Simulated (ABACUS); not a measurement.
# MgS (Niningerite) (Fm-3m) in ABACUS: equation of state, part 2 of 2

ABACUS 3.10.1. The steps go on from the part before.

## (4) Equation of state, PBE, 17.26 Å³/atom (volume scaled by 0.98)

INPUT reads:

```
INPUT_PARAMETERS
suffix              MgS
calculation         scf
basis_type          pw
pseudo_dir          ./
symmetry            1
dft_functional      pbe
ecutwfc             84
pseudo_rcut         10
nspin               1
nbands              12
ks_solver           dav
smearing_method     fd
smearing_sigma      0.00367493
scf_thr             1e-08
scf_nmax            100
mixing_type         broyden
mixing_beta         0.7
cal_force           1
cal_stress          1
kpar                4
```

STRU reads:

```
ATOMIC_SPECIES
S 32.0600 S.upf
Mg 24.3050 Mg.upf

LATTICE_CONSTANT
1.8897261246

LATTICE_VECTORS
0.0000000000 2.5841887356 2.5841887356
2.5841887356 0.0000000000 2.5841887356
2.5841887356 2.5841887356 0.0000000000

ATOMIC_POSITIONS
Direct

S
0.0
1
0.5000000000 0.5000000000 0.5000000000 1 1 1

Mg
0.0
1
0.0000000000 0.0000000000 0.0000000000 1 1 1
```

KPT reads:

```
K_POINTS
0
Gamma
9 9 9 0 0 0
```

Potentials or basis: PseudoDojo NC SR 0.4.1 PBE standard, plane waves.

Run with:

```bash
> OMP_NUM_THREADS=1 mpirun -np 4 abacus > log
```

running log:

```text
ABACUS v3.10.1

               Atomic-orbital Based Ab-initio Computation at UStc

 ------------------------------------------------------------------------------------

 READING GENERAL INFORMATION
                           global_out_dir = OUT.MgS/
                           global_in_card = INPUT
                               pseudo_dir = ./
                              orbital_dir =
                                    DSIZE = 4
                                    GSIZE = 1

 READING UNITCELL INFORMATION
                                    ntype = 2
                  lattice constant (Bohr) = 1.88973
              lattice constant (Angstrom) = 1

 READING ATOM TYPE 1
[... 408 lines left out ...]
       1       -68.1305      0.0164609
       2       -34.8880      0.0164609
       3       -34.8875      0.0164609
       4       -34.8875      0.0164609
       5       -6.01388      0.0164609
       6        5.75921      0.0164609
       7        6.33077      0.0164609
       8        6.33077      0.0164609
       9        11.4313    1.23443e-28
      10        13.7398    1.09657e-48
      11        15.0891    2.09191e-60
      12        15.0891    2.09191e-60

[... levels at 3 further k points ...]

------------------------------------------------------------------------------------------
 TOTAL-FORCE (eV/Angstrom)
------------------------------------------------------------------------------------------
                        S1         0.0000000000         0.0000000000         0.0000000000
                       Mg1         0.0000000000         0.0000000000         0.0000000000
------------------------------------------------------------------------------------------

----------------------------------------------------------------
 TOTAL-STRESS (KBAR)
----------------------------------------------------------------
        28.7965339621        -0.0000000000         0.0000000000
         0.0000000000        28.7965339621        -0.0000000000
         0.0000000000        -0.0000000000        28.7965339621
----------------------------------------------------------------
 TOTAL-PRESSURE: 28.796534 KBAR

 --------------------------------------------
 !FINAL_ETOT_IS -1919.4405808702858849 eV
 --------------------------------------------
```

stdout:

```text
ABACUS v3.10.1

               Atomic-orbital Based Ab-initio Computation at UStc

%%%%%%%%%%%%%%%%%%%%%%%%%%%%%%%%%%%%%%%%%%%%%%%%%%%%%%%%%%%%%%%%%%%%%%%%%%%%%%%%%%%%%%%%%%%%%%%%%%%%%%%%%
 Warning: the number of valence electrons in pseudopotential > 2 for Mg: [Ne] 3s2
[... 32 lines left out ...]
 TOTAL-STRESS (KBAR)
----------------------------------------------------------------
        28.7965339621        -0.0000000000         0.0000000000
         0.0000000000        28.7965339621        -0.0000000000
         0.0000000000        -0.0000000000        28.7965339621
----------------------------------------------------------------
 TOTAL-PRESSURE: 28.796534 KBAR
```

Wall time 4.3 s (4 MPI ranks of Intel Xeon Gold 6455B (Sapphire Rapids), shared host); peak memory 0.32 GiB.

What came out:

```
Free energy            : -1919.4406 eV
Pressure               : 2.9 GPa
Band gap on the k mesh : 2.96 eV, indirect (least direct gap 3.87 eV)
```

Caveat: an odd mesh through Γ misses points on the zone boundary, where band edges often lie.

## (5) Equation of state, PBE, 17.61 Å³/atom

INPUT is that of step 4.

STRU: that of step 4 with these lines changed.

```diff
@@ -8,5 +8,5 @@
 LATTICE_VECTORS
-0.0000000000 2.5841887356 2.5841887356
-2.5841887356 0.0000000000 2.5841887356
-2.5841887356 2.5841887356 0.0000000000
+0.0000000000 2.6016500000 2.6016500000
+2.6016500000 0.0000000000 2.6016500000
+2.6016500000 2.6016500000 0.0000000000
```

KPT is that of step 4.

Run with:

```bash
> OMP_NUM_THREADS=1 mpirun -np 4 abacus > log
```

Run time: 4.3 s. Hardware: 4 MPI ranks of Intel Xeon Gold 6455B (Sapphire Rapids), shared host; peak memory 0.36 GiB.

The run converged. Its results:

| Item | Value |
| --- | --- |
| Free energy | -1919.4496 eV |
| Pressure | 1.2 GPa |
| Band gap on the k mesh | 2.92 eV, indirect (least direct gap 3.71 eV) |

Caveat: an odd mesh through Γ misses points on the zone boundary, where band edges often lie.

## (6) Equation of state, PBE, 17.96 Å³/atom (volume scaled by 1.02)

INPUT is that of step 5.

STRU: that of step 5 with these lines changed.

```diff
@@ -8,5 +8,5 @@
 LATTICE_VECTORS
-0.0000000000 2.6016500000 2.6016500000
-2.6016500000 0.0000000000 2.6016500000
-2.6016500000 2.6016500000 0.0000000000
+0.0000000000 2.6188799723 2.6188799723
+2.6188799723 0.0000000000 2.6188799723
+2.6188799723 2.6188799723 0.0000000000
```

KPT is that of step 5.

Potentials or basis: PseudoDojo NC SR 0.4.1 PBE standard, plane waves.

Run with:

```bash
> OMP_NUM_THREADS=1 mpirun -np 4 abacus > log
```

Run time: 4.3 s. Hardware: 4 MPI ranks of Intel Xeon Gold 6455B (Sapphire Rapids), shared host; peak memory 0.36 GiB.

It converged, with:

| Property | Result |
| --- | --- |
| Free energy | -1919.4517 eV |
| Pressure | -0.3 GPa |
| Band gap on the k mesh | 2.87 eV, indirect (least direct gap 3.56 eV) |

Caveat: an odd mesh through Γ misses points on the zone boundary, where band edges often lie.

## (7) Equation of state, PBE, 18.31 Å³/atom (volume scaled by 1.04)

INPUT is that of step 6.

STRU: that of step 6 with these lines changed.

```diff
@@ -8,5 +8,5 @@
 LATTICE_VECTORS
-0.0000000000 2.6188799723 2.6188799723
-2.6188799723 0.0000000000 2.6188799723
-2.6188799723 2.6188799723 0.0000000000
+0.0000000000 2.6358861629 2.6358861629
+2.6358861629 0.0000000000 2.6358861629
+2.6358861629 2.6358861629 0.0000000000
```

KPT is that of step 6.

Run with:

```bash
> OMP_NUM_THREADS=1 mpirun -np 4 abacus > log
```

Run time: 4.4 s. Hardware: 4 MPI ranks of Intel Xeon Gold 6455B (Sapphire Rapids), shared host; peak memory 0.36 GiB.

Results (log left out):

| Property | Result |
| --- | --- |
| Free energy | -1919.4475 eV |
| Pressure | -1.6 GPa |
| Band gap on the k mesh | 2.83 eV, indirect (least direct gap 3.41 eV) |

Caveat: an odd mesh through Γ misses points on the zone boundary, where band edges often lie.

## (8) Equation of state, PBE, 18.67 Å³/atom (volume scaled by 1.06)

INPUT is that of step 7.

STRU: that of step 7 with these lines changed.

```diff
@@ -8,5 +8,5 @@
 LATTICE_VECTORS
-0.0000000000 2.6358861629 2.6358861629
-2.6358861629 0.0000000000 2.6358861629
-2.6358861629 2.6358861629 0.0000000000
+0.0000000000 2.6526756995 2.6526756995
+2.6526756995 0.0000000000 2.6526756995
+2.6526756995 2.6526756995 0.0000000000
```

KPT is that of step 7.

Run with:

```bash
> OMP_NUM_THREADS=1 mpirun -np 4 abacus > log
```

Run time: 4.4 s. Hardware: 4 MPI ranks of Intel Xeon Gold 6455B (Sapphire Rapids), shared host; peak memory 0.36 GiB.

Results (log left out):

```yaml
Free_energy: -1919.4376 eV
Pressure: -2.9 GPa
Band_gap_on_the_k_mesh: 2.78 eV, indirect (least direct gap 3.27 eV)
```

Caveat: an odd mesh through Γ misses points on the zone boundary, where band edges often lie.

## (9) Equation of state, PBE

Potentials or basis: PseudoDojo NC SR 0.4.1 PBE standard, plane waves.

No new run: the results of the series are fitted here.

Results:

* Equilibrium volume: 17.90 Å³/atom
* Bulk modulus: 74 GPa
* Pressure derivative of the bulk modulus: 3.9

Energy against volume, from the lowest point:
```tsv
volume (Å³/atom)	energy (meV/atom)
16.553	26.40
16.905	13.88
17.257	5.54
17.609	1.04
17.962	0.00
18.314	2.10
18.666	7.05
```

PBE usually gives volumes a little too large and moduli too small. Zero-point motion and thermal expansion aren't in these numbers.
